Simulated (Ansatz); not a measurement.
`BCC(C)=O` + `OCO[SiH3]` → `BOCO[SiH3]` + `CC(C)=O`  (ligand exchange at a B–C bond)

Computed with Ansatz on PBE0-D4/def2-TZVP structures; ΔE is electronic, products minus reactants. CCSD(T)/CBS adds triple-zeta CCSD(T) − MP2 to the extrapolated MP2 energy (def2 sets, frozen cores). DFT in def2-TZVPP. B3LYP here is the variant with VWN-RPA as its local correlation; programs differ in this. Each species was taken in one conformer, which may not be the lowest.

`BCC(C)=O`:

Cartesian coordinates in Å:
```
B -1.493 0.487 -0.868
C -0.460 0.892 0.225
C 0.912 0.296 0.067
C 1.068 -1.161 0.411
O 1.836 0.963 -0.328
H -2.440 1.184 -1.077
H -1.389 -0.545 -1.465
H -0.945 0.475 1.128
H -0.393 1.972 0.366
H 2.035 -1.524 0.068
H 0.264 -1.759 -0.025
H 1.005 -1.279 1.497
```

`OCO[SiH3]`:

Z-matrix (Å, degrees):
```
C
O 1 1.405
O 1 1.381 2 110.1
H 1 1.095 2 110.7 3 -117.0
H 1 1.101 2 108.9 3 122.7
Si 2 1.645 1 124.2 3 174.7
H 3 0.962 1 108.3 2 61.2
H 6 1.490 2 110.9 1 60.8
H 6 1.480 2 106.4 1 -179.3
H 6 1.489 2 110.7 1 -59.2
```

`BOCO[SiH3]`:

```xyz
12

B     1.917    0.149    1.210
O     0.875    0.585    0.480
C     0.588    0.050   -0.795
O    -0.542   -0.743   -0.743
Si   -2.024   -0.193   -0.245
H     2.656   -0.685    0.761
H     2.062    0.637    2.292
H     0.438    0.904   -1.466
H     1.423   -0.567   -1.140
H    -2.268    1.158   -0.819
H    -2.120   -0.124    1.234
H    -3.004   -1.172   -0.768
```

`CC(C)=O`:

Cartesian coordinates in Å:
```
C 0.207 -0.938 0.860
C -0.637 0.027 0.068
C 0.098 0.925 -0.893
O -1.834 0.078 0.197
H 0.838 -1.532 0.194
H 0.880 -0.383 1.521
H -0.429 -1.591 1.454
H 0.567 0.321 -1.675
H -0.593 1.633 -1.346
H 0.902 1.460 -0.381
```

```json
{"level": "B3LYP-D4", "ΔE (kJ/mol)": "-146.3"}
{"level": "MP2/CBS(def2)", "ΔE (kJ/mol)": "-141.9"}
```

(1) What does CCSD(T)/CBS give? (Estimate.)

Largest T1 diagnostic among the species: 0.014.

Answers

(1) Ansatz gave: -142.0 kJ/mol. The listed levels differ from it by -4.3, 0.1 kJ/mol.

Leaving LDA and LC-ωPBE aside and taking each functional with its dispersion term where it has one, the values, not all of them listed here, spread over 12.6 kJ/mol, from CAM-B3LYP-D4 to revPBE-D4. LDA lies −3.6 kJ/mol from PBE without D4. At CCSD(T), def2-SVP lies −20.8 kJ/mol from the extrapolated value and def2-TZVPP −2.4 kJ/mol.

CCSD(T)/CBS has its own doubt, a few kJ/mol and more with outer-core shells, so smaller differences from it don't rank the levels.
